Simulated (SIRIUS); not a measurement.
Set up this calculation in SIRIUS 7.12.0, as the native input.

```yaml
Task: single point
Functional: PBEsol
Potentials_or_basis: PseudoDojo 0.4.1 PBEsol standard (scalar relativistic)
Cutoff: 1152 eV
Density_cutoff: 4606 eV
k_mesh: 6 × 6 × 6
Occupations: fermi-dirac, width 0.05 eV
Spin: no spin polarisation
Libxc_names: "[\"XC_GGA_X_PBE_SOL\", \"XC_GGA_C_PBE_SOL\"]"
Energy_tol: 1e-08 Ha
Density_tol: 1e-06
Mixer: anderson
Mixing_beta: 0.7
Max_scf: 100
Radial_cutoff_for_the_potentials'_integrals: 6.5 bohr
```

The system is BaZrO3.

```
Ba Zr O
1.0
     4.19134    0.00000    0.00000
     0.00000    4.19134    0.00000
     0.00000    0.00000    4.19134
Ba Zr O
1 1 3
Direct
  0.00020 0.00777 0.99258
  0.50054 0.50828 0.49188
  0.49283 0.50117 0.00047
  0.49436 0.00155 0.50659
  0.99417 0.50599 0.50463
```

The cell isn't the ideal one: atoms moved at random, drawn with an rms of 0.05 Å.

One way to write it, as run:

sirius.json

```json
{
  "control": {
    "processing_unit": "cpu",
    "verbosity": 2,
    "num_bands_to_print": 29,
    "print_forces": true,
    "print_stress": true
  },
  "parameters": {
    "electronic_structure_method": "pseudopotential",
    "xc_functionals": ["XC_GGA_X_PBE_SOL", "XC_GGA_C_PBE_SOL"],
    "gk_cutoff": 9.2,
    "pw_cutoff": 18.4,
    "ngridk": [6, 6, 6],
    "shiftk": [0, 0, 0],
    "smearing": "fermi_dirac",
    "smearing_width": 0.0018374661,
    "num_bands": 29,
    "num_mag_dims": 0,
    "num_dft_iter": 100,
    "energy_tol": 1e-08,
    "density_tol": 1e-06
  },
  "iterative_solver": {
    "type": "davidson",
    "min_tolerance": 1e-10
  },
  "mixer": {
    "type": "anderson",
    "beta": 0.7,
    "max_history": 8
  },
  "settings": {
    "tol_ne": 1e-10,
    "pseudo_grid_cutoff": 6.5
  },
  "unit_cell": {
    "lattice_vectors": [
      [7.920484695189, 0.0, 0.0],
      [0.0, 7.920484695189, 0.0],
      [0.0, 0.0, 7.920484695189]
    ],
    "atom_coordinate_units": "lattice",
    "atom_types": ["Ba", "Zr", "O"],
    "atom_files": {
      "Zr": "Zr.json",
      "O": "O.json",
      "Ba": "Ba.json"
    },
    "atoms": {
      "Ba": [
        [0.000198, 0.007772, -0.007424]
      ],
      "Zr": [
        [0.50054, 0.508277, 0.491876]
      ],
      "O": [
        [0.492829, 0.501171, 0.000468],
        [0.494358, 0.001554, 0.506589],
        [-0.005827, 0.505991, 0.504629]
      ]
    }
  }
}
```

Potentials or basis: PseudoDojo 0.4.1 PBEsol standard (scalar relativistic).

The run is started by

```sh
$ upf_to_json Zr.upf
$ upf_to_json O.upf
$ upf_to_json Ba.upf
$ OMP_NUM_THREADS=1 sirius.scf --input=sirius.json --output=out.json --task=0
```

Results of the run:

- Pressure: -0.9 GPa
- Largest force: 0.278 eV/Å
- Band gap on the k mesh: 3.16 eV

Caveat: this release of the barium file is off; spin-orbit coupling is left out, which moves the levels of the heavy elements.

Wall time 7.7 min on 1 thread of Intel(R) Xeon(R) Platinum 8375C CPU @ 2.90GHz (Ice Lake) (shared host), peak memory 2.2 GiB.
